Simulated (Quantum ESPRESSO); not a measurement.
**SnO in Quantum ESPRESSO: the effect of functional**

The system is SnO.

```
Sn O
1.0
     3.81370    0.00000    0.00000
     0.00000    3.81370    0.00000
     0.00000    0.00000    4.88691
Sn O
2 2
Direct
  0.50000 0.00000 0.76463
  0.00000 0.50000 0.23537
  0.00000 0.00000 0.00000
  0.50000 0.50000 0.00000
```

The cell is a database's computed one.

Alike in all runs:

| Item | Value |
| --- | --- |
| Program | Quantum ESPRESSO 7.5 |
| Task | dielectric tensor |
| Cutoff | 1143 eV |
| Density cutoff | 4572 eV |
| k mesh | 6 × 6 × 4, shifted |
| Occupations | fermi-dirac, width 0.05 eV |
| Spin | no spin polarisation |

| functional | potentials or basis | pressure (GPa) | largest force (eV/Å) | dielectric constant (mean) |
| --- | --- | --- | --- | --- |
| LDA | PseudoDojo 0.4.1 SR LDA standard | ? | ? | ? |
| PBEsol | PseudoDojo 0.4.1 SR PBEsol standard | 0.0 | 0.16 | 7.92 |
| WC | PseudoDojo 0.4.1 SR PBE standard | 0.4 | 0.23 | 7.92 |
| BLYP | PseudoDojo 0.4.1 SR PBE standard | 8.9 | 0.66 | 7.18 |

Q: What does the run with functional LDA give?

A: Pressure -3.1 GPa; largest force 0.19 eV/Å; dielectric constant 7.69 mean.

Caveats: the cell is more than 3 GPa from zero pressure, which shifts response properties (some runs); the potentials were made for another functional, which shifts forces and pressure (some runs).

Runs at the PBE level aren't shown here.
